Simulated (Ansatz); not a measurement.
MoS2, a slab with vacuum:

```xyz
9
Lattice="3.1840 0.0000 0.0000 -1.5920 2.7574 0.0000 0.0000 0.0000 28.3873" Properties=species:S:1:pos:R:3 pbc="T T T"
Mo    0.0000    1.8383    6.4770
Mo    0.0000    1.8383   21.9103
Mo    1.5920    0.9191    0.0000
S     1.5920    0.9191    4.9250
S     1.5920    0.9191   20.3590
S     0.0000    1.8383   26.8355
S     1.5920    0.9191    8.0283
S     1.5920    0.9191   23.4623
S     0.0000    1.8383    1.5518
```

Base run:

- Program: Ansatz 0.2.0
- Functional: r2SCAN
- Potentials or basis: Ansatz PAW
- Cutoff: 500 eV
- Density cutoff: 2000 eV
- k mesh: 12 × 12 × 2
- Occupations: fixed
- Spin: no spin polarisation

Its results: band gap on the k mesh 1.25 eV, indirect (least direct gap 1.73 eV); largest force 0.017 eV/Å.

Problem. The run is repeated on the same cell with these changes: functional from r2SCAN to LDA; cutoff from 500 eV to 420 eV; density cutoff from 2000 eV to 1680 eV; level from r2scan to lda. What comes out?

Solution. Band gap on the k mesh 1.15 eV, indirect (least direct gap 1.63 eV); largest force 0.396 eV/Å.

Caveats: the PAW data sets come from PBE, with cores solved anew for the run's functional, which leaves a small shift of forces and pressure.

Not every run made on this cell is shown here.
